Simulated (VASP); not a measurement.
# Mg (P6_3/mmc) in VASP: a series of runs, part 2 of 2

VASP 6.6.1. Earlier steps stand in the parts before.

## (4) Relaxation of shape and atoms at fixed volume, PBE+D3(BJ) (a relaxed cell with its volume scaled by 1.02)

File INCAR:

```
SYSTEM = Mg
PREC = Accurate
ENCUT = 600
EDIFF = 1E-7
ISMEAR = 1
SIGMA = 0.1
LREAL = .False.
LASPH = .True.
NELM = 80
ALGO = Normal
ISIF = 4
LWAVE = .False.
LCHARG = .False.
GGA = PE
IVDW = 12
IBRION = 2
NSW = 40
EDIFFG = -0.01
```

File KPOINTS:

```
Automatic mesh
0
Gamma
  15 15 7
  0 0 0
```

File POSCAR:

```
Mg                                      
1.0
    3.1757559108      0.0000000000      0.0000000000
   -1.5878779553      2.7502852950      0.0000000000
    0.0000000000      0.0000000000      5.0603776500
  Mg            
     2
Direct
     0.3333333332999970    0.6666666667000030    0.2500000000000000
     0.6666666667000030    0.3333333332999970    0.7500000000000000
```

Potentials or basis: VASP PAW PBE potentials, release 64 (Mg).

The run is started by

```sh
> cat potpaw_PBE.64/Mg/POTCAR > POTCAR
> mpirun -np 1 vasp_std > vasp.out
```

OUTCAR:

```text
SYSTEM = Mg
   PREC = Accurate
   ENCUT = 600
   EDIFF = 1E-7
   ISMEAR = 1
   LREAL = .False.
   LASPH = .True.
   NELM = 80
   ISIF = 4
   GGA = PE
   IVDW = 12
   IBRION = 2
   NSW = 40
   EDIFFG = -0.01
 IVDW          = 12

 ion  position               nearest neighbor table
   1  0.333  0.667  0.250-   2 3.12   2 3.12   2 3.12   2 3.12   2 3.12   2 3.12
   2  0.667  0.333  0.750-   1 3.12   1 3.12   1 3.12   1 3.12   1 3.12   1 3.12

  LATTYP: Found a hexagonal cell.
[... 414 lines left out ...]

 Edisp (eV)   -0.58893

 E8    (eV) :    -0.2581

  FORCE on cell =-STRESS in cart. coord.  units (eV):
  Direction    XX          YY          ZZ          XY          YZ          ZX
  --------------------------------------------------------------------------------------
  -------------------------------------------------------------------------------------
  Total      -0.21810    -0.21810    -0.22028    -0.00000     0.00000     0.00000
  in kB      -7.90619    -7.90619    -7.98490    -0.00000     0.00000     0.00000
  external pressure =       -7.93 kB  Pullay stress =        0.00 kB

 VOLUME and BASIS-vectors are now :
 -----------------------------------------------------------------------------
  energy-cutoff  :      600.00
  volume of cell :       44.20
      direct lattice vectors                 reciprocal lattice vectors
     3.175755911  0.000000000  0.000000000     0.314885661  0.181799321  0.000000000
    -1.587877955  2.750285295  0.000000000     0.000000000  0.363598643  0.000000000
     0.000000000  0.000000000  5.060377650     0.000000000  0.000000000  0.197613710

 POSITION                                       TOTAL-FORCE (eV/Angst)
 -----------------------------------------------------------------------------------
     -0.00000      1.83352      1.26509        -0.000000      0.000000      0.000000
      1.58788      0.91676      3.79528         0.000000     -0.000000      0.000000
 -----------------------------------------------------------------------------------
    total drift:                                0.000000     -0.000000      0.000000

  FREE ENERGIE OF THE ION-ELECTRON SYSTEM (eV)
  ---------------------------------------------------
  free  energy   TOTEN  =        -3.5988152672 eV

  energy  without entropy=       -3.5983541651  energy(sigma->0) =       -3.59866157

 reached required accuracy - stopping structural energy minimisation
```

CONTCAR:

```text
Mg
   1.00000000000000
     3.1757559108000000    0.0000000000000000    0.0000000000000000
    -1.5878779553000000    2.7502852949999999    0.0000000000000000
     0.0000000000000000    0.0000000000000000    5.0603776500000004
  Mg
     2
Direct
     0.3333333332999970    0.6666666667000030    0.2500000000000000
     0.6666666667000030    0.3333333332999970    0.7500000000000000

  0.00000000E+00  0.00000000E+00  0.00000000E+00
  0.00000000E+00  0.00000000E+00  0.00000000E+00
```

Wall time 25 s (1 thread of AMD EPYC 7R13 (Zen 3), shared host); peak memory 0.18 GiB.

Results:

| Property | Result |
| --- | --- |
| Free energy | -3.5988 eV |
| Pressure after relaxing | -0.8 GPa |
| Band gap on the k mesh | none (metal or under the smearing width) |
| Dispersion energy per atom | -0.294 eV |

Final structure:
```xyz
2
Lattice="3.1758 0.0000 0.0000 -1.5879 2.7503 0.0000 0.0000 0.0000 5.0604" Properties=species:S:1:pos:R:3 pbc="T T T"
Mg    0.0000    1.8335    1.2651
Mg    1.5879    0.9168    3.7953
```

Caveat: the relaxation stopped at its first step, so nothing moved; pairwise dispersion overbinds metals, which lowers pressure and volume.

## (5) Relaxation of shape and atoms at fixed volume, PBE+D3(BJ) (a relaxed cell with its volume scaled by 1.04)

INCAR is that of step 4.

KPOINTS is that of step 4.

File POSCAR:

```
Mg                                      
1.0
    3.1963782803      0.0000000000      0.0000000000
   -1.5981891401      2.7681447908      0.0000000000
    0.0000000000      0.0000000000      5.0932381659
  Mg            
     2
Direct
     0.3333333332999970    0.6666666667000030    0.2500000000000000
     0.6666666667000030    0.3333333332999970    0.7500000000000000
```

Potentials or basis: VASP PAW PBE potentials, release 64 (Mg).

The run is started by

```sh
> cat potpaw_PBE.64/Mg/POTCAR > POTCAR
> mpirun -np 1 vasp_std > vasp.out
```

OUTCAR:

```text
SYSTEM = Mg
   PREC = Accurate
   ENCUT = 600
   EDIFF = 1E-7
   ISMEAR = 1
   LREAL = .False.
   LASPH = .True.
   NELM = 80
   ISIF = 4
   GGA = PE
   IVDW = 12
   IBRION = 2
   NSW = 40
   EDIFFG = -0.01
 IVDW          = 12

 ion  position               nearest neighbor table
   1  0.333  0.667  0.250-   2 3.14   2 3.14   2 3.14   2 3.14   2 3.14   2 3.14
   2  0.667  0.333  0.750-   1 3.14   1 3.14   1 3.14   1 3.14   1 3.14   1 3.14

  LATTYP: Found a hexagonal cell.
 ALAT       =     3.1963782803
 C/A-ratio  =     1.5934403626

  Lattice vectors:

 A1 = (   3.1963782803,   0.0000000000,   0.0000000000)
 A2 = (  -1.5981891401,   2.7681447908,   0.0000000000)
 A3 = (   0.0000000000,   0.0000000000,   5.0932381659)

Analysis of symmetry for initial positions (statically):
=====================================================================
 Subroutine PRICEL returns:
 Original cell was already a primitive cell.

 Routine SETGRP: Setting up the symmetry group for a
 hexagonal supercell.

 Subroutine GETGRP returns: Found 24 space group operations
 (whereof 12 operations were pure point group operations)
 out of a pool of 24 trial point group operations.

The static configuration has the point symmetry D_3d.
 The point group associated with its full space group is D_6h.

Analysis of symmetry for dynamics (positions and initial velocities):
=====================================================================
 Subroutine PRICEL returns:
 Original cell was already a primitive cell.

 Routine SETGRP: Setting up the symmetry group for a
 hexagonal supercell.

 Subroutine GETGRP returns: Found 24 space group operations
 (whereof 12 operations were pure point group operations)
 out of a pool of 24 trial point group operations.

The dynamic configuration has the point symmetry D_3d.
 The point group associated with its full space group is D_6h.

 Subroutine INISYM returns: Found 24 space group operations
 (whereof 12 operations are pure point group operations),
 and found     1 'primitive' translations

----------------------------------------------------------------------------------------

                                     Primitive cell

  volume of cell :      45.0652

  direct lattice vectors                    reciprocal lattice vectors
     3.196378280  0.000000000  0.000000000     0.312854084  0.180626390  0.000000000
    -1.598189140  2.768144791  0.000000000     0.000000000  0.361252780  0.000000000
     0.000000000  0.000000000  5.093238166     0.000000000  0.000000000  0.196338747

  length of vectors
     3.196378280  3.196378280  5.093238166     0.361252780  0.361252780  0.196338747

  position of ions in fractional coordinates (direct lattice)
     0.333333333  0.666666667  0.250000000
     0.666666667  0.333333333  0.750000000

  ion indices of the primitive-cell ions
   primitive index   ion index
                 1           1
                 2           2

----------------------------------------------------------------------------------------

 KPOINTS: Automatic mesh

Automatic generation of k-mesh.
 Grid dimensions read from file:
[... 23 lines left out ...]
  0.066667  0.000000  0.000000      6.000000
  0.133333 -0.000000  0.000000      6.000000
  0.200000  0.000000  0.000000      6.000000
  0.266667 -0.000000  0.000000      6.000000
  0.333333 -0.000000  0.000000      6.000000
[... 16 lines left out ...]
  0.333333  0.200000  0.000000     12.000000
  0.400000  0.200000  0.000000      6.000000
 [... further k-points ...]
   k-points           NKPTS =    108   k-points in BZ     NKDIM =    108   number of bands    NBANDS=      6
   number of dos      NEDOS =    301   number of ions     NIONS =      2
   total plane-waves  NPLWV =  32928
   dimension x,y,z NGX =    28 NGY =   28 NGZ =   42
   dimension x,y,z NGXF=    56 NGYF=   56 NGZF=   84
   ions per type =               2
   NGX,Y,Z   is equivalent  to a cutoff of  14.56, 14.56, 13.71 a.u.
   NGXF,Y,Z  is equivalent  to a cutoff of  29.13, 29.13, 27.42 a.u.
 SYSTEM =  Mg
   PREC   = accura    normal or accurate (medium, high low for compatibility)
   ISTART =      0    job   : 0-new  1-cont  2-samecut
   ICHARG =      2    charge: 1-file 2-atom 10-const
   ISPIN  =      1    spin polarized calculation?
   LNONCOLLINEAR =      F non collinear calculations
   LSORBIT =      F    spin-orbit coupling
   LASPH  =      T    aspherical Exc in radial PAW
   ENCUT  =  600.0 eV  44.10 Ry    6.64 a.u.   6.38  6.38 10.17*2*pi/ulx,y,z
   NELM   =     80;   NELMIN=  2; NELMDL= -5     # of ELM steps
   EDIFF  = 0.1E-06   stopping-criterion for ELM
   LREAL  =      F    real-space projection
   EDIFFG = -.1E-01   stopping-criterion for IOM
   NSW    =     40    number of steps for IOM
   IBRION =      2    ionic relax: 0-MD 1-quasi-New 2-CG
   NFREE  =      1    steps in history (QN), initial steepest desc. (CG)
   ISIF   =      4    stress and relaxation
   ISYM   =      2    0-nonsym 1-usesym 2-fastsym
   POTIM  = 0.5000    time-step for ionic-motion
   TEBEG  =    0.0;   TEEND  =   0.0 temperature during run
   PSTRESS=    0.0 pullay stress
   NELECT =       4.0000    total number of electrons
   NUPDOWN=      -1.0000    fix difference up-down
   EMIN   =  10.00;   EMAX   =-10.00  energy-range for DOS
   EFERMI =   0.00;   METHOD = LEGACY
   ISMEAR =     1;   SIGMA  =   0.10  broadening in eV -4-tet -1-fermi 0-gaus
   EFERMI_NEDOS =   21; number of points for ismear=-14 and -15
   IALGO  =     38    algorithm
   IMIX   =      4    mixing-type and parameters
     AMIX     =   0.40;   BMIX     =  1.00
     AMIX_MAG =   1.60;   BMIX_MAG =  1.00
  volume/ion in A,a.u.               =      22.53       152.06
  Fermi-wavevector in a.u.,A,eV,Ry     =   0.730266  1.380003  7.255833  0.533289
  Thomas-Fermi vector in A             =   1.822193
   LORBIT       =      0    0 simple, 1 ext, 2 COOP (PROOUT), +10 PAW based schemes
   GGA     = PE    functional components
   LHFCALC =     F    Hartree Fock is set to
   AEXX    =    0.0000 exact exchange contribution
   IVDW    =    12    specifies the selected vdW correction
   LEPSILON=     F    determine dielectric tensor
   LRPA    =     F    only Hartree local field effects (RPA)
 conjugate gradient relaxation of ions
 non-spin polarized calculation
 Methfessel and Paxton  Order N= 1 SIGMA  =   0.10
  energy-cutoff  :      600.00
  volume of cell :       45.07
 maximum number of plane-waves:      1526
 NGX is ok and might be reduce to    28
   NGX = 13   NGY = 13   NGZ = 21

 number of electron       4.0000000 magnetization

 Free energy of the ion-electron system (eV)
  ---------------------------------------------------
  ext. energy  EPLUGINS =         0.00000000
  ---------------------------------------------------
  free energy    TOTEN  =        -3.01500879 eV

  energy without entropy =       -3.01456632  energy(sigma->0) =       -3.01486130

 E-fermi :   2.6884     XC(G=0):  -8.5487

 val. band max:        2.6659867189   @ k =   0.4000   0.0667   0.2857
 cond. band min:       2.7227692535   @ k =   0.3333   0.1333   0.0000
 fundamental gap:      0.0567825346
 Fermi energy:         2.6884368240

 k-point     1 :       0.0000    0.0000    0.0000
  band No.  band energies     occupation
      1      -4.2810      2.00000
      2       1.1170      2.00000
      3       1.6664      2.00000
      4      13.5800      0.00000
      5      13.5927      0.00000
      6      13.6865      0.00000
[... 199 lines left out ...]
 k-point    24 :       0.4000    0.2000    0.0000
  band No.  band energies     occupation
      1       1.0621      2.00000
      2       1.0781      2.00000
      3       4.5846     -0.00000
      4       5.9746      0.00000
      5       6.3498      0.00000
      6       6.6826      0.00000

 [... further k-points ...]

------------------------ aborting loop because EDIFF is reached ----------------------------------------

 Edisp (eV)   -0.57760

 E8    (eV) :    -0.2532

  FORCE on cell =-STRESS in cart. coord.  units (eV):
  Direction    XX          YY          ZZ          XY          YZ          ZX
  --------------------------------------------------------------------------------------
  -------------------------------------------------------------------------------------
  Total      -0.41717    -0.41717    -0.41996    -0.00000     0.00000     0.00000
  in kB     -14.83142   -14.83142   -14.93054    -0.00000     0.00000     0.00000
  external pressure =      -14.86 kB  Pullay stress =        0.00 kB

 VOLUME and BASIS-vectors are now :
 -----------------------------------------------------------------------------
  energy-cutoff  :      600.00
  volume of cell :       45.07
      direct lattice vectors                 reciprocal lattice vectors
     3.196378280  0.000000000  0.000000000     0.312854084  0.180626390  0.000000000
    -1.598189140  2.768144791  0.000000000     0.000000000  0.361252780  0.000000000
     0.000000000  0.000000000  5.093238166     0.000000000  0.000000000  0.196338747

 POSITION                                       TOTAL-FORCE (eV/Angst)
 -----------------------------------------------------------------------------------
     -0.00000      1.84543      1.27331        -0.000000     -0.000000      0.000000
      1.59819      0.92271      3.81993         0.000000      0.000000      0.000000
 -----------------------------------------------------------------------------------
    total drift:                                0.000000     -0.000000      0.000000

  FREE ENERGIE OF THE ION-ELECTRON SYSTEM (eV)
  ---------------------------------------------------
  free  energy   TOTEN  =        -3.5926131695 eV

  energy  without entropy=       -3.5921706991  energy(sigma->0) =       -3.59246568

 reached required accuracy - stopping structural energy minimisation
```

OSZICAR:

```text
N       E                     dE             d eps       ncg     rms          rms(c)
DAV:   1     0.197353669264E+00    0.19735E+00   -0.13782E+03  1296   0.522E+02
DAV:   2    -0.300928851293E+01   -0.32066E+01   -0.30707E+01  1698   0.307E+01
DAV:   3    -0.302866465781E+01   -0.19376E-01   -0.19409E-01  1860   0.331E+00
DAV:   4    -0.302871710764E+01   -0.52450E-04   -0.52451E-04  1782   0.141E-01
DAV:   5    -0.302871735285E+01   -0.24521E-06   -0.24540E-06  1770   0.787E-03    0.957E-01
DAV:   6    -0.302246097424E+01    0.62564E-02   -0.56291E-04  1632   0.286E-01    0.613E-01
DAV:   7    -0.301499867148E+01    0.74623E-02   -0.21916E-03  1446   0.496E-01    0.336E-02
DAV:   8    -0.301501020660E+01   -0.11535E-04   -0.13076E-05  2076   0.331E-02    0.742E-03
DAV:   9    -0.301500901144E+01    0.11952E-05   -0.11929E-06  1572   0.780E-03    0.626E-04
DAV:  10    -0.301500880360E+01    0.20784E-06   -0.45720E-09  1236   0.674E-04    0.117E-04
DAV:  11    -0.301500878774E+01    0.15854E-07   -0.49812E-10   924   0.210E-04
   1 F= -.35926132E+01 E0= -.35924657E+01  d E =-.359261E+01
```

CONTCAR:

```text
Mg
   1.00000000000000
     3.1963782802999998    0.0000000000000000    0.0000000000000000
    -1.5981891400999999    2.7681447908000001    0.0000000000000000
     0.0000000000000000    0.0000000000000000    5.0932381658999999
  Mg
     2
Direct
     0.3333333332999970    0.6666666667000030    0.2500000000000000
     0.6666666667000030    0.3333333332999970    0.7500000000000000

  0.00000000E+00  0.00000000E+00  0.00000000E+00
  0.00000000E+00  0.00000000E+00  0.00000000E+00
```

It took 31 s on 1 thread of AMD EPYC 7R13 (Zen 3), shared host; peak memory 0.17 GiB.

Results:

* Free energy: -3.5926 eV
* Pressure after relaxing: -1.5 GPa
* Band gap on the k mesh: none (metal or under the smearing width)
* Dispersion energy per atom: -0.289 eV

Final structure:
```
CELL_PARAMETERS angstrom
3.19638 0.00000 0.00000
-1.59819 2.76814 0.00000
0.00000 0.00000 5.09324
ATOMIC_POSITIONS crystal
Mg 0.33333 0.66667 0.25000
Mg 0.66667 0.33333 0.75000
```

Caveat: the relaxation stopped at its first step, so nothing moved; pairwise dispersion overbinds metals, which lowers pressure and volume.

## (6) Relaxation of shape and atoms at fixed volume, PBE+D3(BJ) (a relaxed cell with its volume scaled by 1.06)

INCAR is that of step 5.

KPOINTS is that of step 5.

File POSCAR:

```
Mg                                      
1.0
    3.2167379265      0.0000000000      0.0000000000
   -1.6083689632      2.7857767617      0.0000000000
    0.0000000000      0.0000000000      5.1256800480
  Mg            
     2
Direct
     0.3333333332999970    0.6666666667000030    0.2500000000000000
     0.6666666667000030    0.3333333332999970    0.7500000000000000
```

Potentials or basis: VASP PAW PBE potentials, release 64 (Mg).

The run is started by

```sh
> cat potpaw_PBE.64/Mg/POTCAR > POTCAR
> mpirun -np 1 vasp_std > vasp.out
```

Wall time 30 s (1 thread of AMD EPYC 7R13 (Zen 3), shared host); peak memory 0.17 GiB.

Results (log left out):

```
Free energy                : -3.5828 eV
Pressure after relaxing    : -2.1 GPa
Band gap on the k mesh     : none (metal or under the smearing width)
Dispersion energy per atom : -0.283 eV
```

Final structure:
```cif
data_structure
_symmetry_space_group_name_H-M 'P 1'
_symmetry_Int_Tables_number 1
_cell_length_a 3.2167
_cell_length_b 3.2167
_cell_length_c 5.1257
_cell_angle_alpha 90.000
_cell_angle_beta 90.000
_cell_angle_gamma 120.000
_cell_volume 45.93
loop_
_atom_site_label
_atom_site_type_symbol
_atom_site_fract_x
_atom_site_fract_y
_atom_site_fract_z
_atom_site_occupancy
Mg1 Mg 0.33333 0.66667 0.25000 1
Mg2 Mg 0.66667 0.33333 0.75000 1
```

Levels at points of the mesh, in eV from the Fermi level:
| k point | band 1 | band 2 | band 3 | band 4 | band 5 | band 6 |
| --- | --- | --- | --- | --- | --- | --- |
| (0.00, 0.00, 0.00) | -6.89 | -1.54 | -1.02 | 10.78 | 10.78 | 10.85 |

Caveat: the relaxation stopped at its first step, so nothing moved; pairwise dispersion overbinds metals, which lowers pressure and volume.

## (7) Summary

```csv
cell,gap on the mesh (eV),pressure (GPa)
atoms relaxed at fixed volume from: a relaxed cell with its volume scaled by 0.98,none,0.8
atoms relaxed at fixed volume,none,0.0
atoms relaxed at fixed volume from: a relaxed cell with its volume scaled by 1.02,none,-0.8
atoms relaxed at fixed volume from: a relaxed cell with its volume scaled by 1.04,none,-1.5
atoms relaxed at fixed volume from: a relaxed cell with its volume scaled by 1.06,none,-2.1
```

Alike in all rows: task relaxation of shape and atoms at fixed volume; level PBE+D3(BJ); potentials or basis VASP PAW PBE potentials, release 64 (Mg); no spin polarisation; k mesh 15 × 15 × 7; cutoff (eV) 600; smearing methfessel-paxton 0.1 eV.

Caveats: the relaxation stopped at its first step, so nothing moved; pairwise dispersion overbinds metals, which lowers pressure and volume.

Absolute energies hang on the potentials; compare differences alone.
